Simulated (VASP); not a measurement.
# CdF2 (Fm-3m) in VASP: further runs

The runs below take CdF2 through relaxation of cell and atoms, with PBEsol, PBE.

Everything below comes from runs of VASP 6.6.1. Logs are shortened: lines on timing, memory, paths and dates and some standing lists are left out, and cuts for length are marked.

### 1 Starting point

It takes space group Fm-3m (No. 225, cubic). The conventional cell has a = 5.388 Å, b = 5.388 Å, c = 5.388 Å, α = 90.00°, β = 90.00°, γ = 90.00°. Around Cd (site symmetry m-3m) lie 8 F at 2.33 Å. Around F (site symmetry -43m) lie 4 Cd at 2.33 Å.

### 2 Relaxation of cell and atoms, PBEsol

The input, INCAR:

```
SYSTEM = CdF2
  PREC = Accurate
  ENCUT = 600
  EDIFF = 1E-6
  ISMEAR = 0
  SIGMA = 0.03
  LREAL = .FALSE.
  LASPH = .TRUE.
  NELM = 80
  ALGO = Normal
  ISIF = 3
  LWAVE = .FALSE.
  LCHARG = .FALSE.
  GGA = PS
  IBRION = 2
  NSW = 90
  EDIFFG = -0.01
  KPAR = 2
```

The input, KPOINTS:

```
Automatic mesh
0
G
  10 10 10
  0 0 0
```

The input, POSCAR:

```
CdF2
1.0
    0.0000000000      2.6940000000      2.6940000000
    2.6940000000      0.0000000000      2.6940000000
    2.6940000000      2.6940000000      0.0000000000
Cd F
1 2
Direct
    0.0000000000      0.0000000000      0.0000000000
    0.2500000000      0.2500000000      0.2500000000
    0.7500000000      0.7500000000      0.7500000000
```

Potentials or basis: VASP PAW PBE potentials, release 64 (Cd, F).

Command:

```sh
> cat potpaw_PBE.64/Cd/POTCAR potpaw_PBE.64/F/POTCAR > POTCAR
> mpirun -np 2 vasp_std > vasp.out
```

OUTCAR:

```text
SYSTEM = CdF2
   PREC = Accurate
   ENCUT = 600
   EDIFF = 1E-6
   ISMEAR = 0
   LREAL = .FALSE.
   LASPH = .TRUE.
   NELM = 80
   ISIF = 3
   GGA = PS
   IBRION = 2
   NSW = 90
   EDIFFG = -0.01

 ion  position               nearest neighbor table
   1  0.000  0.000  0.000-   3 2.33   3 2.33   3 2.33   2 2.33   3 2.33   2 2.33   2 2.33   2 2.33

   2  0.250  0.250  0.250-   1 2.33   1 2.33   1 2.33   1 2.33
   3  0.750  0.750  0.750-   1 2.33   1 2.33   1 2.33   1 2.33

  LATTYP: Found a face centered cubic cell.
 ALAT       =     5.3880000000

  Lattice vectors:

 A1 = (   0.0000000000,   2.6940000000,   2.6940000000)
 A2 = (   2.6940000000,   0.0000000000,   2.6940000000)
 A3 = (   2.6940000000,   2.6940000000,   0.0000000000)

Analysis of symmetry for initial positions (statically):
=====================================================================
 Subroutine PRICEL returns:
 Original cell was already a primitive cell.

 Routine SETGRP: Setting up the symmetry group for a
 face centered cubic supercell.

 Subroutine GETGRP returns: Found 48 space group operations
 (whereof 48 operations were pure point group operations)
 out of a pool of 48 trial point group operations.

The static configuration has the point symmetry O_h .

Analysis of symmetry for dynamics (positions and initial velocities):
=====================================================================
 Subroutine PRICEL returns:
 Original cell was already a primitive cell.

 Routine SETGRP: Setting up the symmetry group for a
 face centered cubic supercell.

 Subroutine GETGRP returns: Found 48 space group operations
 (whereof 48 operations were pure point group operations)
 out of a pool of 48 trial point group operations.

The dynamic configuration has the point symmetry O_h .

 Subroutine INISYM returns: Found 48 space group operations
 (whereof 48 operations are pure point group operations),
 and found     1 'primitive' translations

----------------------------------------------------------------------------------------

                                     Primitive cell

  volume of cell :      39.1041

  direct lattice vectors                    reciprocal lattice vectors
     0.000000000  2.694000000  2.694000000    -0.185597624  0.185597624  0.185597624
     2.694000000  0.000000000  2.694000000     0.185597624 -0.185597624  0.185597624
     2.694000000  2.694000000  0.000000000     0.185597624  0.185597624 -0.185597624

  length of vectors
     3.809891337  3.809891337  3.809891337     0.321464515  0.321464515  0.321464515

  position of ions in fractional coordinates (direct lattice)
     0.000000000  0.000000000  0.000000000
     0.250000000  0.250000000  0.250000000
     0.750000000  0.750000000  0.750000000

  ion indices of the primitive-cell ions
   primitive index   ion index
                 1           1
                 2           2
                 3           3

----------------------------------------------------------------------------------------

 KPOINTS: Automatic mesh

Automatic generation of k-mesh.
 Grid dimensions read from file:
 generate k-points for:   10   10   10

 Generating k-lattice:

  Cartesian coordinates                     Fractional coordinates (reciprocal lattice)
    -0.018559762  0.018559762  0.018559762     0.100000000  0.000000000  0.000000000
     0.018559762 -0.018559762  0.018559762     0.000000000  0.100000000  0.000000000
     0.018559762  0.018559762 -0.018559762     0.000000000  0.000000000  0.100000000

  Length of vectors
     0.032146452  0.032146452  0.032146452

  Shift w.r.t. Gamma in fractional coordinates (k-lattice)
     0.000000000  0.000000000  0.000000000

 Subroutine IBZKPT returns following result:
 ===========================================

 Found     47 irreducible k-points:

 Following reciprocal coordinates:
            Coordinates               Weight
  0.000000  0.000000  0.000000      1.000000
  0.100000  0.000000  0.000000      8.000000
  0.200000  0.000000  0.000000      8.000000
  0.300000  0.000000  0.000000      8.000000
  0.400000  0.000000  0.000000      8.000000
  0.500000  0.000000  0.000000      4.000000
[... 16 lines left out ...]
  0.300000  0.300000  0.000000      6.000000
  0.400000  0.300000  0.000000     24.000000
 [... further k-points ...]
   k-points           NKPTS =     47   k-points in BZ     NKDIM =     47   number of bands    NBANDS=     17
   number of dos      NEDOS =    301   number of ions     NIONS =      3
   total plane-waves  NPLWV =  27000
   dimension x,y,z NGX =    30 NGY =   30 NGZ =   30
   dimension x,y,z NGXF=    60 NGYF=   60 NGZF=   60
   ions per type =               1   2
   NGX,Y,Z   is equivalent  to a cutoff of  13.09, 13.09, 13.09 a.u.
   NGXF,Y,Z  is equivalent  to a cutoff of  26.18, 26.18, 26.18 a.u.
 SYSTEM =  CdF2
   PREC   = accura    normal or accurate (medium, high low for compatibility)
   ISTART =      0    job   : 0-new  1-cont  2-samecut
   ICHARG =      2    charge: 1-file 2-atom 10-const
   ISPIN  =      1    spin polarized calculation?
   LNONCOLLINEAR =      F non collinear calculations
   LSORBIT =      F    spin-orbit coupling
   LASPH  =      T    aspherical Exc in radial PAW
   ENCUT  =  600.0 eV  44.10 Ry    6.64 a.u.   7.61  7.61  7.61*2*pi/ulx,y,z
   NELM   =     80;   NELMIN=  2; NELMDL= -5     # of ELM steps
   EDIFF  = 0.1E-05   stopping-criterion for ELM
   LREAL  =      F    real-space projection
   EDIFFG = -.1E-01   stopping-criterion for IOM
   NSW    =     90    number of steps for IOM
   IBRION =      2    ionic relax: 0-MD 1-quasi-New 2-CG
   NFREE  =      1    steps in history (QN), initial steepest desc. (CG)
   ISIF   =      3    stress and relaxation
   ISYM   =      2    0-nonsym 1-usesym 2-fastsym
   POTIM  = 0.5000    time-step for ionic-motion
   TEBEG  =    0.0;   TEEND  =   0.0 temperature during run
   PSTRESS=    0.0 pullay stress
   NELECT =      26.0000    total number of electrons
   NUPDOWN=      -1.0000    fix difference up-down
   EMIN   =  10.00;   EMAX   =-10.00  energy-range for DOS
   EFERMI =   0.00;   METHOD = LEGACY
   ISMEAR =     0;   SIGMA  =   0.03  broadening in eV -4-tet -1-fermi 0-gaus
   EFERMI_NEDOS =   21; number of points for ismear=-14 and -15
   IALGO  =     38    algorithm
   IMIX   =      4    mixing-type and parameters
     AMIX     =   0.40;   BMIX     =  1.00
     AMIX_MAG =   1.60;   BMIX_MAG =  1.00
  volume/ion in A,a.u.               =      13.03        87.96
  Fermi-wavevector in a.u.,A,eV,Ry     =   1.428867  2.700166 27.778468  2.041660
  Thomas-Fermi vector in A             =   2.548882
   LORBIT       =      0    0 simple, 1 ext, 2 COOP (PROOUT), +10 PAW based schemes
   GGA     = PS    functional components
   LHFCALC =     F    Hartree Fock is set to
   AEXX    =    0.0000 exact exchange contribution
   IVDW    =     0    specifies the selected vdW correction
   LEPSILON=     F    determine dielectric tensor
   LRPA    =     F    only Hartree local field effects (RPA)
 conjugate gradient relaxation of ions
 non-spin polarized calculation
 Gauss-broadening in eV      SIGMA  =   0.03
  energy-cutoff  :      600.00
  volume of cell :       39.10
 maximum number of plane-waves:      1326
   NGX = 15   NGY = 15   NGZ = 15

--------------------------------------- Ionic step        1  -------------------------------------------

 number of electron      25.9999977 magnetization

 Free energy of the ion-electron system (eV)
  ---------------------------------------------------
  ext. energy  EPLUGINS =         0.00000000
  ---------------------------------------------------
  free energy    TOTEN  =       -11.59684724 eV

  energy without entropy =      -11.59684724  energy(sigma->0) =      -11.59684724

------------------------ aborting loop because EDIFF is reached ----------------------------------------

  FORCE on cell =-STRESS in cart. coord.  units (eV):
  Direction    XX          YY          ZZ          XY          YZ          ZX
  --------------------------------------------------------------------------------------
  -------------------------------------------------------------------------------------
  Total        0.0980066      0.0980066      0.0980066      0.0000000     -0.0000000      0.0000000
  in kB        4.0155319      4.0155319      4.0155319      0.0000000     -0.0000000      0.0000000
  external PRESSURE =       4.0155319 kB  Pullay stress =       0.0000000 kB
[... 59 lines left out ...]
  energy  without entropy=      -11.5969779945  energy(sigma->0) =      -11.59697799

--------------------------------------- Ionic step        3  -------------------------------------------

 number of electron      25.9999977 magnetization

 Free energy of the ion-electron system (eV)
  ---------------------------------------------------
  ext. energy  EPLUGINS =         0.00000000
  ---------------------------------------------------
  free energy    TOTEN  =       -11.59700108 eV

  energy without entropy =      -11.59700108  energy(sigma->0) =      -11.59700108

 E-fermi :  -1.2656     XC(G=0): -10.6892

 val. band max:       -1.4785111757   @ k =  -0.3000   0.5000   0.2000
 cond. band min:       1.4226613241   @ k =   0.0000   0.0000   0.0000
 fundamental gap:      2.9011724999
 Fermi energy:        -1.2656046718

 k-point     1 :       0.0000    0.0000    0.0000
  band No.  band energies     occupation
      1     -22.1695      2.00000
      2     -21.0429      2.00000
      3      -7.0871      2.00000
      4      -7.0871      2.00000
      5      -7.0871      2.00000
      6      -5.8491      2.00000
[... 9 lines left out ...]
     16      11.0166      0.00000
     17      11.0166      0.00000
[... 443 lines left out ...]
      1     -21.7807      2.00000
      2     -21.3622      2.00000
      3      -6.5976      2.00000
      4      -6.4543      2.00000
      5      -6.3770      2.00000
      6      -5.8744      2.00000
[... 9 lines left out ...]
     16      11.7171      0.00000
     17      12.3803      0.00000

 [... further k-points ...]
[... 5 lines left out ...]
  --------------------------------------------------------------------------------------
  -------------------------------------------------------------------------------------
  Total       -0.0009716     -0.0009716     -0.0009716      0.0000000     -0.0000000      0.0000000
  in kB       -0.0396776     -0.0396776     -0.0396776      0.0000000     -0.0000000      0.0000000
  external PRESSURE =      -0.0396776 kB  Pullay stress =       0.0000000 kB
[... 18 lines left out ...]
  FREE ENERGIE OF THE ION-ELECTRON SYSTEM (eV)
  ---------------------------------------------------
  free  energy   TOTEN  =       -11.5970010750 eV

  energy  without entropy=      -11.5970010750  energy(sigma->0) =      -11.59700108

 reached required accuracy - stopping structural energy minimisation
```

Wall time 19 s (2 MPI ranks of Intel Xeon 6975P-C (Granite Rapids), shared host); peak memory 0.18 GiB.

Results:

* Free energy: -11.5970 eV
* Relaxed volume: 13.08 Å³/atom
* Relaxed cell: a = 3.814 Å, b = 3.814 Å, c = 3.814 Å, α = 60.00°, β = 60.00°, γ = 60.00°
* Space group after relaxing (to 0.05 Å): Fm-3m (No. 225)
* Energy gained by relaxing: 0.1 meV/atom
* Ionic steps: 3
* Pressure after relaxing: 0.0 GPa
* Band gap on the k mesh: 2.90 eV, indirect (least direct gap 3.39 eV)

The path:
```
step  energy change (eV)  largest force (eV/Å)  pressure (GPa)  volume (Å³)
   1              0.0000                0.0000            0.40        39.10
   2             -0.0001                0.0000           -0.15        39.29
   3             -0.0002                0.0000            0.00        39.23
```

Final structure:
```
Cd F
1.0
     0.00000    2.69697    2.69697
     2.69697    0.00000    2.69697
     2.69697    2.69697    0.00000
Cd F
1 2
Direct
  0.00000 0.00000 0.00000
  0.25000 0.25000 0.25000
  0.75000 0.75000 0.75000
```

Caveat: the PAW data sets were made with another functional, which shifts forces and pressure a little. Zero-point motion and thermal expansion aren't in these numbers.

### 3 Relaxation of cell and atoms, PBEsol

This run uses another cell than the first one, of 13.08 Å³/atom, 1.003 times its volume.

Edit INCAR of step 2 so:

```diff
@@ -3,3 +3,3 @@
   ENCUT = 600
-  EDIFF = 1E-6
+  EDIFF = 1E-7
   ISMEAR = 0
@@ -16,3 +16,3 @@
   NSW = 90
-  EDIFFG = -0.01
+  EDIFFG = -0.005
   KPAR = 2
```

KPOINTS is that of step 2.

The input, POSCAR:

```
CdF2                                    
1.0
    0.0000000000      2.6969680780      2.6969680780
    2.6969680780     -0.0000000000      2.6969680780
    2.6969680780      2.6969680780      0.0000000000
  Cd              F             
     1     2
Direct
     0.0000000000000000    0.0000000000000000    0.0000000000000000
     0.2500000000000000    0.2500000000000000    0.2500000000000000
     0.7500000000000000    0.7500000000000000    0.7500000000000000
```

Potentials or basis: VASP PAW PBE potentials, release 64 (Cd, F).

Command:

```sh
> cat potpaw_PBE.64/Cd/POTCAR potpaw_PBE.64/F/POTCAR > POTCAR
> mpirun -np 2 vasp_std > vasp.out
```

Wall time 9.9 s (2 MPI ranks of Intel Xeon 6975P-C (Granite Rapids), shared host); peak memory 0.17 GiB.

Results (log left out):

```yaml
Free_energy: -11.5973 eV
Pressure_after_relaxing: 0.0 GPa
Band_gap_on_the_k_mesh: 2.90 eV, indirect (least direct gap 3.39 eV)
```

Final structure:
```yaml
crystal:
  lattice:
    - [0.00000, 2.69697, 2.69697]
    - [2.69697, 0.00000, 2.69697]
    - [2.69697, 2.69697, 0.00000]
  atoms:
    - { symbol: Cd, position: [0.00000, 0.00000, 0.00000] }
    - { symbol: F, position: [0.25000, 0.25000, 0.25000] }
    - { symbol: F, position: [0.75000, 0.75000, 0.75000] }
```

Levels at points of the mesh, in eV from the valence-band top:
| k point | band 10 | band 11 | band 12 | band 13 | band 14 | band 15 | band 16 | band 17 |
| --- | --- | --- | --- | --- | --- | --- | --- | --- |
| (0.00, 0.00, 0.00) | -0.98 | -0.49 | -0.49 | -0.49 | 2.90 | 12.50 | 12.50 | 12.50 |
| (0.50, 0.00, 0.00) | -1.86 | -1.86 | -0.39 | -0.39 | 7.04 | 8.97 | 14.29 | 14.29 |
| (0.50, 0.50, 0.00) | -2.99 | -0.50 | -0.08 | -0.08 | 7.86 | 9.46 | 11.69 | 14.09 |

Caveat: the relaxation stopped at its first step, so nothing moved; the PAW data sets were made with another functional, which shifts forces and pressure a little. PBEsol gaps usually lie below the measured ones, often by a third to a half.

### 4 Relaxation of cell and atoms, PBE

The input, INCAR:

```
PREC = Accurate
ENCUT = 600
EDIFF = 1E-6
ISMEAR = 0
SIGMA = 0.03
LREAL = False
LASPH = True
NELM = 80
ALGO = Normal
ISIF = 3
LWAVE = False
LCHARG = False
GGA = PE
IBRION = 2
NSW = 90
EDIFFG = -0.01
```

The input, KPOINTS:

```
regular mesh
0
Gamma
  10 10 10
```

The input, POSCAR:

```
CdF2
1.0
    0.0000000000      2.6940000000      2.6940000000
    2.6940000000      0.0000000000      2.6940000000
    2.6940000000      2.6940000000      0.0000000000
Cd F
1 2
Direct
    0.0000000000      0.0000000000      0.0000000000
    0.2500000000      0.2500000000      0.2500000000
    0.7500000000      0.7500000000      0.7500000000
```

Command:

```sh
> cat potpaw_PBE.64/Cd/POTCAR potpaw_PBE.64/F/POTCAR > POTCAR
> mpirun -np 1 vasp_std > vasp.out
```

Run time: 87 s. Hardware: 1 thread of AMD EPYC 7R13 (Zen 3), shared host; peak memory 0.17 GiB.

The run converged. Its results:

| Item | Value |
| --- | --- |
| Free energy | -10.9031 eV |
| Relaxed volume | 13.78 Å³/atom |
| Relaxed cell | a = 3.882 Å, b = 3.882 Å, c = 3.882 Å, α = 60.00°, β = 60.00°, γ = 60.00° |
| Space group after relaxing (to 0.05 Å) | Fm-3m (No. 225) |
| Energy gained by relaxing | 13.4 meV/atom |
| Ionic steps | 3 |
| Pressure after relaxing | 0.0 GPa |
| Band gap on the k mesh | 2.88 eV, indirect (least direct gap 3.43 eV) |

The path:
```
step  energy change (eV)  largest force (eV/Å)  pressure (GPa)  volume (Å³)
   1              0.0000                0.0000            6.03        39.10
   2             -0.0378                0.0000           -1.27        41.95
   3             -0.0401                0.0000            0.02        41.35
```

Final structure:
```yaml
crystal:
  lattice:
    - [0.00000, 2.74473, 2.74473]
    - [2.74473, 0.00000, 2.74473]
    - [2.74473, 2.74473, 0.00000]
  atoms:
    - { symbol: Cd, position: [0.00000, 0.00000, 0.00000] }
    - { symbol: F, position: [0.25000, 0.25000, 0.25000] }
    - { symbol: F, position: [0.75000, 0.75000, 0.75000] }
```

Levels at points of the mesh, in eV from the valence-band top:
| k point | band 10 | band 11 | band 12 | band 13 | band 14 | band 15 | band 16 | band 17 |
| --- | --- | --- | --- | --- | --- | --- | --- | --- |
| (0.00, 0.00, 0.00) | -0.83 | -0.56 | -0.56 | -0.56 | 2.88 | 12.44 | 12.44 | 12.44 |
| (0.50, 0.00, 0.00) | -1.63 | -1.63 | -0.42 | -0.42 | 6.76 | 8.97 | 14.02 | 14.02 |
| (0.50, 0.50, 0.00) | -2.67 | -0.39 | -0.08 | -0.08 | 7.55 | 9.36 | 11.81 | 13.79 |
